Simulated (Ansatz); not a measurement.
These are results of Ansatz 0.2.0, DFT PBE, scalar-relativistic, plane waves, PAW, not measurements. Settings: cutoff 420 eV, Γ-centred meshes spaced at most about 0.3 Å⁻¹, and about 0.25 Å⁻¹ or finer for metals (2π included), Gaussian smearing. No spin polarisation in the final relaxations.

These are static total energies at zero pressure.

Two relaxed structures of Be2Se:

A.

```
Be Se
1.0
     3.24544    0.00000    0.00000
     0.00000    3.24544    0.00000
     0.00000    0.00000    7.40017
Be Se
4 2
Direct
  0.00000 0.00000 0.85213
  0.00000 0.00000 0.14787
  0.00000 0.00000 0.50000
  0.50000 0.50000 0.00000
  0.50000 0.50000 0.29425
  0.50000 0.50000 0.70575
```

B.

```
Be Se
1.0
     0.00000    2.85546    2.85546
     2.85546    0.00000    2.85546
     2.85546    2.85546    0.00000
Be Se
2 1
Direct
  0.75000 0.75000 0.75000
  0.25000 0.25000 0.25000
  0.00000 0.00000 0.00000
```

Problem. Which would you expect to be lower, and how large is the difference?

Solution. A is lower, by 0.36 eV/atom. A has space group P4/mmm (No. 123), 13.0 Å³/atom and no gap on its mesh; B has the anti-fluorite type, space group Fm-3m (No. 225), 15.5 Å³/atom and no gap. Counting Se atoms around Be (those within 1.25 times the shortest such distance or 1.15 times the sum of covalent radii; the shortest distance is added where it is long for a bond; a slash parts the counts of unlike sites), A has Be 2/4/8 from 2.8 Å and B has Be 4. The denser one is the lower, and pressure would at first widen the difference. Even the lower one lies +0.39 eV/atom against the reference forms of the elements (uncorrected), so neither is stable at this level. In A, Be on a site of symmetry 4mm is surrounded by 1 Be at 2.19 Å, 4 Se at 2.54 Å and 5 Be at 2.54–2.61 Å; Be on a site of symmetry 4/mmm is surrounded by 2 Be at 2.61 Å, 8 Se at 2.75 Å and 4 Be at 3.25 Å; Se is surrounded by 1 Be at 2.18 Å, 4 Be at 2.54 Å and 4 Be at 2.75 Å; 1 more site not described. In B, Be is surrounded by 4 Se at 2.47 Å and 6 Be at 2.86 Å; Se is surrounded by 8 Be at 2.47 Å. Both come from invented guesses. A third cell relaxed alike, in C2/m, lies 0.50 eV/atom below the lower of the two.

Cells relaxed within their symmetry can be saddle points.

The preference for A probably comes from how the two structures handle surplus electrons. Anti-fluorite suits monovalent cations, whose electrons just fill the chalcogen shell. Divalent Be supplies two more per formula unit than Se can take up, which fits the absence of a gap in both cells. In A, the Be pairs at 2.19 Å, about as close as in the metal, suggest that part of this surplus enters Be–Be bonding states; in B the shortest Be–Be distance is 2.86 Å.

The Be–Se contacts point the same way. A keeps one of ordinary bond length per Se, at 2.18 Å, while all those in B are stretched to 2.47 Å. The eight Se around one Be site in A are weak contacts rather than eight full bonds.

The ranking holds for this pair only and does not identify the ground state. The C2/m cell even falls below the elements, so the positive energies of A and B reflect their structures, not the composition alone. Whether any Be2Se survives against zinc-blende BeSe plus Be metal remains untested.
